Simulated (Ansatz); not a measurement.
The system is Si2W.

```
W Si
1.0
    -1.60690    1.60690    3.91495
     1.60690   -1.60690    3.91495
     1.60690    1.60690   -3.91495
W Si
1 2
Direct
  0.00000 0.00000 0.00000
  0.66530 0.66530 0.00000
  0.33470 0.33470 0.00000
```

```yaml
Program: Ansatz 0.2.0
Task: relaxation of cell and atoms
Functional: BLYP
Potentials_or_basis: Ansatz PAW
Cutoff: "420 eV (not typed: the program's choice for these potentials)"
k_mesh: 12 × 12 × 12
Occupations: fermi-dirac, width 0.05 eV
Spin: no spin polarisation
```

At the start: volume 13.48 Å³/atom.

Task: Where does the relaxation end?

Result: It ends after 7 steps and the volume is 14.29 Å³/atom (+6.0 %); space group I4/mmm (No. 139, to 0.05 Å).

Step by step:
```csv
step,energy change (eV),largest force (eV/Å),volume (Å³)
1,0.0000,0.0020,40.44
2,-0.0786,0.1541,43.55
3,-0.0876,0.0650,42.93
4,-0.0879,0.0209,42.86
5,-0.0879,0.0044,42.87
6,-0.0879,0.0001,42.88
7,-0.0889,0.0001,42.88
```

Final structure:
```yaml
crystal:
  lattice:
    - [-1.64233, 1.64233, 3.97410]
    - [1.64233, -1.64233, 3.97410]
    - [1.64233, 1.64233, -3.97410]
  atoms:
    - { symbol: W, position: [0.00000, 0.00000, 0.00000] }
    - { symbol: Si, position: [0.66414, 0.66414, 0.00000] }
    - { symbol: Si, position: [0.33586, 0.33586, 0.00000] }
```

Caveat: the plane-wave basis is chosen anew once the cell has moved, so the energies of steps on either side of that aren't comparable; the PAW data sets come from PBE, with cores solved anew for the run's functional, which leaves a small shift of forces and pressure.
